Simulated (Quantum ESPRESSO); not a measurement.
# SrO (Fm-3m): zone-centre phonons, part 2 of 2

Aim: the zone-centre modes of SrO (Fm-3m).

Quantum ESPRESSO 7.5; DFT LDA, scalar-relativistic, plane waves, PseudoDojo norm-conserving pseudopotentials.

So far. Step 2 (A probe with smearing): A gap of 3.2 eV opens on this mesh, so the crystal is taken as an insulator; the start stands at -4.0 GPa. Step 4 (Ground state): The cell stands at -0.027 GPa, close enough for phonons. The relaxed cell has a = 5.061 Å (conventional setting).

The database entry behind the starting cell differs from later determinations by our own check (about 0.5 % short), so it need not match the best structure at ambient conditions.

## 5. Linear response at Γ

At q = 0 one unit cell holds all displacements; symmetry groups them into irreducible representations that are solved one by one. The response to a field gives ε∞ and the Born charges, which polar modes need.

The input, ph.in:

```
phonons
&inputph
   prefix = 'x'
   outdir = './tmp'
   fildyn = 'g.dyn'
   tr2_ph = 1.0d-18
   epsil = .true.
/
0.000000000000 0.000000000000 0.000000000000
```

Started as:

```sh
> OMP_NUM_THREADS=1 mpirun -n 4 ph.x -nk 4 -in ph.in > ph.out
```

The program printed:

```text
[banners, grids, parts of the stress and lines that vanish by symmetry left out]
[banner, memory and clock lines left out]
Program PHONON v.7.5

     ./tmp/x.save/

     IMPORTANT: XC functional enforced from input :
     Exchange-correlation= PW
                           (   1   4   0   0   0   0   0)
     Any further DFT definition will be discarded
     Please, verify this is what you really want

     G-vector sticks info

     Reading collected, re-writing distributed wavefunctions in ./tmp/

     Number and degeneracy of irreps per q-point
       N         xq(1)         xq(2)         xq(3)   N irreps
       1   0.000000000   0.000000000   0.000000000       2
        3   3

     Calculation of q =    0.0000000   0.0000000   0.0000000

     phonons

     bravais-lattice index     =            0
     lattice parameter (alat)  =       6.7628  a.u.
     unit-cell volume          =     218.7046 (a.u.)^3
     number of atoms/cell      =            2
     number of atomic types    =            2
     kinetic-energy cut-off    =      84.0000  Ry
     charge density cut-off    =     336.0000  Ry
     convergence threshold     =      1.0E-18
     beta                      =       0.7000
     number of iterations used =            4
     Exchange-correlation= PW
                           (   1   4   0   0   0   0   0)

     celldm(1)=    6.76277  celldm(2)=    0.00000  celldm(3)=    0.00000
     celldm(4)=    0.00000  celldm(5)=    0.00000  celldm(6)=    0.00000

     crystal axes: (cart. coord. in units of alat)
               a(1) = (  0.0000  0.7071  0.7071 )
               a(2) = (  0.7071  0.0000  0.7071 )
               a(3) = (  0.7071  0.7071  0.0000 )

     reciprocal axes: (cart. coord. in units 2 pi/alat)
               b(1) = ( -0.7071  0.7071  0.7071 )
               b(2) = (  0.7071 -0.7071  0.7071 )
               b(3) = (  0.7071  0.7071 -0.7071 )

     Atoms inside the unit cell:

     Cartesian axes

     site n.  atom      mass           positions (alat units)
        1  Sr     87.6200   tau(    1) = (    0.70711    0.70711    0.70711  )
        2  O      15.9990   tau(    2) = (    0.00000    0.00000    0.00000  )

     Computing dynamical matrix for
                    q = (   0.0000000   0.0000000   0.0000000 )

     49 Sym.Ops. (with q -> -q+G )

     G cutoff =  389.2496  (  22659 G-vectors)     FFT grid: ( 40, 40, 40)
     number of k points=    16
                       cart. coord. in units 2pi/alat
        k(    1) = (   0.0000000   0.0000000   0.0000000), wk =   0.0092593
        k(    2) = (   0.1178511   0.1178511  -0.1178511), wk =   0.0740741
        k(    3) = (   0.2357023   0.2357023  -0.2357023), wk =   0.0740741
        [... further k-points left out ...]

     PseudoPot. # 1 for Sr read from file:
     ./pseudo/Sr.upf
     Pseudo is Norm-conserving + core correction, Zval = 10.0
     Using radial grid of 1812 points,  6 beta functions with:
                l(1) =   0
                l(2) =   0
                l(3) =   1
                l(4) =   1
                l(5) =   2
                l(6) =   2

     PseudoPot. # 2 for O  read from file:
     ./pseudo/O.upf
     Pseudo is Norm-conserving + core correction, Zval =  6.0
     Using radial grid of  926 points,  5 beta functions with:
                l(1) =   0
                l(2) =   0
                l(3) =   1
                l(4) =   1
                l(5) =   2

     Mode symmetry, O_h (m-3m)  point group:

     Electric field:
     Dielectric constant
     Born effective charges as d Force / d E

     Atomic displacements:
     There are    2 irreducible representations

     Representation     1      3 modes -  To be done

     Representation     2      3 modes -  To be done

     Alpha used in Ewald sum =   2.8000

     Electric Fields Calculation

      iter #   1   av.it.:   6.8
      thresh= 1.000E-02 alpha_mix =  0.700 |ddv_scf|^2 =  4.971E-08

      iter #   2   av.it.:  12.1
      thresh= 2.230E-05 alpha_mix =  0.700 |ddv_scf|^2 =  2.921E-09

      iter #   3   av.it.:  12.1
      thresh= 5.405E-06 alpha_mix =  0.700 |ddv_scf|^2 =  7.275E-11

      iter #   4   av.it.:  12.2
      thresh= 8.529E-07 alpha_mix =  0.700 |ddv_scf|^2 =  2.321E-12

      iter #   5   av.it.:  11.7
      thresh= 1.523E-07 alpha_mix =  0.700 |ddv_scf|^2 =  6.722E-14

      iter #   6   av.it.:  12.0
      thresh= 2.593E-08 alpha_mix =  0.700 |ddv_scf|^2 =  2.200E-16

      iter #   7   av.it.:  12.0
      thresh= 1.483E-09 alpha_mix =  0.700 |ddv_scf|^2 =  1.041E-17

      iter #   8   av.it.:  12.2
      thresh= 3.226E-10 alpha_mix =  0.700 |ddv_scf|^2 =  8.274E-21

     End of electric fields calculation

          Dielectric constant in cartesian axis

          (       3.876848138      -0.000000000       0.000000000 )
          (      -0.000000000       3.876848138       0.000000000 )
          (       0.000000000       0.000000000       3.876848138 )

          Effective charges (d Force / dE) in cartesian axis without acoustic sum rule applied (asr)

           atom    1  Sr    Mean Z*:        2.47779
      Ex  (        2.47779        0.00000        0.00000 )
      Ey  (        0.00000        2.47779        0.00000 )
      Ez  (        0.00000        0.00000        2.47779 )
           atom    2  O     Mean Z*:       -2.48137
      Ex  (       -2.48137       -0.00000       -0.00000 )
      Ey  (       -0.00000       -2.48137       -0.00000 )
      Ez  (       -0.00000       -0.00000       -2.48137 )

          Effective charges Sum: Mean:       -0.00358
             -0.00358       -0.00000        0.00000
             -0.00000       -0.00358       -0.00000
             -0.00000        0.00000       -0.00358

          Effective charges (d Force / dE) in cartesian axis with asr applied:
           atom    1  Sr    Mean Z*:        2.47958
      E*x (        2.47958        0.00000        0.00000 )
      E*y (        0.00000        2.47958        0.00000 )
      E*z (        0.00000        0.00000        2.47958 )
           atom    2  O     Mean Z*:       -2.47958
      E*x (       -2.47958       -0.00000       -0.00000 )
      E*y (       -0.00000       -2.47958       -0.00000 )
      E*z (       -0.00000       -0.00000       -2.47958 )

     Representation #   1 modes #   1   2   3

     Self-consistent Calculation

      iter #   1   av.it.:   6.9
      thresh= 1.000E-02 alpha_mix =  0.700 |ddv_scf|^2 =  7.086E-07

      iter #   2   av.it.:  12.4
      thresh= 8.418E-05 alpha_mix =  0.700 |ddv_scf|^2 =  1.770E-08

      iter #   3   av.it.:  12.6
      thresh= 1.330E-05 alpha_mix =  0.700 |ddv_scf|^2 =  3.153E-10

      iter #   4   av.it.:  12.4
      thresh= 1.776E-06 alpha_mix =  0.700 |ddv_scf|^2 =  8.129E-12

      iter #   5   av.it.:  12.6
      thresh= 2.851E-07 alpha_mix =  0.700 |ddv_scf|^2 =  1.322E-13

      iter #   6   av.it.:  12.2
      thresh= 3.635E-08 alpha_mix =  0.700 |ddv_scf|^2 =  2.292E-16

[...]
End of self-consistent calculation

     Convergence has been achieved

     Representation #   2 modes #   4   5   6

     Self-consistent Calculation

[...]
iter #   2   av.it.:  12.6
      thresh= 7.360E-05 alpha_mix =  0.700 |ddv_scf|^2 =  3.617E-08

      iter #   3   av.it.:  12.6
      thresh= 1.902E-05 alpha_mix =  0.700 |ddv_scf|^2 =  5.143E-10

      iter #   4   av.it.:  12.3
      thresh= 2.268E-06 alpha_mix =  0.700 |ddv_scf|^2 =  5.913E-13

      iter #   5   av.it.:  12.5
      thresh= 7.690E-08 alpha_mix =  0.700 |ddv_scf|^2 =  1.144E-14

      iter #   6   av.it.:  12.6
      thresh= 1.070E-08 alpha_mix =  0.700 |ddv_scf|^2 =  2.366E-16

      iter #   7   av.it.:  12.7
      thresh= 1.538E-09 alpha_mix =  0.700 |ddv_scf|^2 =  5.521E-18

      iter #   8   av.it.:  12.6
      thresh= 2.350E-10 alpha_mix =  0.700 |ddv_scf|^2 =  3.944E-20

     End of self-consistent calculation

     Convergence has been achieved

     Number of q in the star =    1
     List of q in the star:
          1   0.000000000   0.000000000   0.000000000

          Dielectric constant in cartesian axis

          (       3.876848138      -0.000000000       0.000000000 )
          (      -0.000000000       3.876848138       0.000000000 )
          (       0.000000000       0.000000000       3.876848138 )

          Effective charges (d Force / dE) in cartesian axis without acoustic sum rule applied (asr)

           atom    1  Sr    Mean Z*:        2.47779
      Ex  (        2.47779        0.00000        0.00000 )
      Ey  (        0.00000        2.47779        0.00000 )
      Ez  (        0.00000        0.00000        2.47779 )
           atom    2  O     Mean Z*:       -2.48137
      Ex  (       -2.48137       -0.00000       -0.00000 )
      Ey  (       -0.00000       -2.48137       -0.00000 )
      Ez  (       -0.00000       -0.00000       -2.48137 )

          Effective charges Sum: Mean:       -0.00358
             -0.00358       -0.00000        0.00000
             -0.00000       -0.00358       -0.00000
             -0.00000        0.00000       -0.00358

          Effective charges (d Force / dE) in cartesian axis with asr applied:
           atom    1  Sr    Mean Z*:        2.47958
      E*x (        2.47958        0.00000        0.00000 )
      E*y (        0.00000        2.47958        0.00000 )
      E*z (        0.00000        0.00000        2.47958 )
           atom    2  O     Mean Z*:       -2.47958
      E*x (       -2.47958       -0.00000       -0.00000 )
      E*y (       -0.00000       -2.47958       -0.00000 )
      E*z (       -0.00000       -0.00000       -2.47958 )

     Diagonalizing the dynamical matrix

     q = (    0.000000000   0.000000000   0.000000000 )

 **************************************************************************
     freq (    1) =       0.025679 [THz] =       0.856549 [cm-1]
     freq (    2) =       0.025679 [THz] =       0.856549 [cm-1]
     freq (    3) =       0.025679 [THz] =       0.856549 [cm-1]
     freq (    4) =       6.488066 [THz] =     216.418582 [cm-1]
     freq (    5) =       6.488066 [THz] =     216.418582 [cm-1]
     freq (    6) =       6.488066 [THz] =     216.418582 [cm-1]
 **************************************************************************

     Mode symmetry, O_h (m-3m)  point group:

     freq (   1-   3) =          0.9  [cm-1]   --> T_1u G_15  G_4- I
     freq (   4-   6) =        216.4  [cm-1]   --> T_1u G_15  G_4- I
```

It took 34 s on 4 MPI ranks of Intel Xeon Platinum 8488C (Sapphire Rapids), shared host.

Numbers from this step:

| Quantity | Value |
| --- | --- |
| miss of the charge sum rule | 0.003580 e |
| largest acoustic frequency at the zone centre before the sum rule | 0.86 cm⁻¹ |
| highest optical zone-centre mode (no LO-TO term) | 216.4 cm⁻¹ |
| lowest optical zone-centre mode | 216.4 cm⁻¹ |
| mean high-frequency dielectric constant | 3.877 |
| largest Born charge in size (third of the trace) | 2.481 e |

Born charge (rows field, columns displacement), before the sum rule (e), principal values of the symmetric part by kind of site:

```csv
atom,atoms with these values,low,middle,high,mean
Sr1,1,2.48,2.48,2.48,2.48
O2,1,-2.48,-2.48,-2.48,-2.48
```

In full for O2:

```
-2.48  0.00  0.00
 0.00 -2.48  0.00
 0.00  0.00 -2.48
```

High-frequency dielectric tensor:

```
3.88 0.00 0.00
0.00 3.88 0.00
0.00 0.00 3.88
```

The acoustic modes at Γ come out as far as 0.9 cm⁻¹ from zero, where they should vanish, a small numerical error; the Born charges miss their sum rule by 0.0036 e, which is good.

## 6. Zone-centre analysis

A rigid shift of the crystal must cost nothing, but grids and finite bases break this; the acoustic sum rule is imposed before the matrix is diagonalised again. With Born charges the intensities follow, and the static dielectric tensor.

The input, dynmat.in:

```
&input
   fildyn = 'g.dyn'
   asr = 'simple'
   fileig = 'dynmat.eig'
   lperm = .true.
/
```

Started as:

```sh
> dynmat.x -in dynmat.in > dynmat.out
```

The program printed:

```text
[banner, memory and clock lines left out]
Program DYNMAT v.7.5

     Reading Dynamical Matrix from file g.dyn
     ...Force constants read
     ...epsilon and Z* read
     A direction for q was not specified:TO-LO splitting will be absent

     Polarizability (A^3 units)
     multiply by 0.510478 for Clausius-Mossotti correction
         7.419393   -0.000000    0.000000
        -0.000000    7.419393    0.000000
         0.000000    0.000000    7.419393

     IR activities are in (D/A)^2/amu units

# mode   [cm-1]    [THz]      IR
    1     -0.00   -0.0000    0.0000
    2      0.00    0.0000    0.0000
    3      0.00    0.0000    0.0000
    4    216.41    6.4877   10.4850
    5    216.41    6.4877   10.4850
    6    216.41    6.4877   10.4850

Electronic dielectric permittivity tensor (relative, adimensional)
         3.876848   -0.000000    0.000000
        -0.000000    3.876848    0.000000
         0.000000    0.000000    3.876848

 ... with zone-center polar mode contributions
        18.610564    0.000000    0.000000
         0.000000   18.610564    0.000000
         0.000000    0.000000   18.610564
```

The job ended after 0.59 s (1 thread).

Numbers from this step:

* mean static dielectric constant: 18.61

Unit eigenvectors of the mass-weighted matrix after the sum rule; no LO-TO term. The modes at Γ (shares of kinetic energy by element, %):

```csv
mode,frequency (cm⁻¹),symmetry,Sr %,O %
1,0.0,acoustic,85,15
2,0.0,acoustic,85,15
3,0.0,acoustic,85,15
4,216.4,T1u,15,85
5,216.4,T1u,15,85
6,216.4,T1u,15,85
```

Displacements in mode 6 (216.4 cm⁻¹), the largest set to 1:
```
Sr1  0.00  0.07 -0.18
O2   0.00 -0.36  1.00
```

Degenerate modes summed, no LO-TO term. Lines of the infrared spectrum (strongest = 100):

```csv
position (cm⁻¹),lines merged,label,"IR intensity, relative"
216,3,T1u,100
```

Static dielectric tensor (ions relaxed, fixed cell):

```
18.61  0.00  0.00
 0.00 18.61  0.00
 0.00  0.00 18.61
```

The rule moves no optical mode by more than 0.1 cm⁻¹.

## 7. Modes along a direction of q (1 0 0)

A longitudinal polar mode sets up a macroscopic field that stiffens it; the term hangs on the direction from which q goes to zero.

The input, dynmat.in:

```
&input
   fildyn = 'g.dyn'
   asr = 'simple'
   fileig = 'dynmat.eig'
   q(1) = 1.0
   q(2) = 0.0
   q(3) = 0.0
/
```

Started as:

```sh
> dynmat.x -in dynmat.in > dynmat.out
```

The program printed:

```text
[banner, memory and clock lines left out]
Program DYNMAT v.7.5

     Reading Dynamical Matrix from file g.dyn
     ...Force constants read
     ...epsilon and Z* read

     Polarizability (A^3 units)
     multiply by 0.510478 for Clausius-Mossotti correction
         7.419393   -0.000000    0.000000
        -0.000000    7.419393    0.000000
         0.000000    0.000000    7.419393

     IR activities are in (D/A)^2/amu units

# mode   [cm-1]    [THz]      IR
    1     -0.00   -0.0000    0.0000
    2      0.00    0.0000    0.0000
    3      0.00    0.0000    0.0000
    4    216.41    6.4877   10.4850
    5    216.41    6.4877   10.4850
    6    474.15   14.2146   10.4850
```

The job ended after 0.6 s (1 thread).

This step gave:

```
highest mode moved by the LO-TO term : 474.1 cm⁻¹
```

Zone-centre frequencies as printed; negative means imaginary. Modes:

| mode | frequency (cm⁻¹) |
| --- | --- |
| 1 | 0 |
| 2 | 0 |
| 3 | 0 |
| 4 | 216.4 |
| 5 | 216.4 |
| 6 | 474.1 |

The field moves one mode, from 216 to 474 cm⁻¹; the others stay.

## 8. Results

```yaml
space_group_after_relaxation: Fm-3m
volume_per_atom: 16.2 Å³
gap_on_the_k_mesh: 3.13 eV
highest_optical_zone_centre_mode_no_lo_to_term: 216.4 cm⁻¹
highest_mode_moved_by_the_lo_to_term: 474.1 cm⁻¹
mean_high_frequency_dielectric_constant: 3.88
largest_born_charge_in_size_third_of_the_trace: 2.48 e
mean_static_dielectric_constant: 18.6
imaginary_optical_modes_at_the_zone_centre_no_q_mesh_in_this_session: none
```

In words: At the LDA level the optical modes of SrO (Fm-3m) at the zone centre (no LO-TO term) lie at 216 cm⁻¹. Along the directions run, the highest mode that the macroscopic field moves lies at 474 cm⁻¹. Lattice motion raises the mean dielectric constant from 3.877 to 18.61. The Born charge of O is -2.481 e against a formal charge of -2, somewhat above it. The Lyddane-Sachs-Teller relation holds: (ωLO/ωTO)² is 4.80 and ε₀/ε∞ is 4.80. Left out of this account: PBE with PseudoDojo NC, since it is gradient-corrected and no frozen-mode check or second program bears its response out; PBEsol with PseudoDojo NC, since it is gradient-corrected and no frozen-mode check or second program bears its response out. What is said of the levels holds for those shown. These are harmonic frequencies at zero temperature: anharmonic shifts and linewidths and thermal expansion are left out.

[Host names and launcher messages were left out of these logs when they were recorded.]

[Logs are printed without paths, hosts, clocks, repeated set-up lines and the standing remarks that a program may print on its own settings, such as how far it seeks lower states.]

[Hosts, paths, dates, database ids (printed as entryN), source tags and the programs' standing remarks are cut or masked in the printed files.]
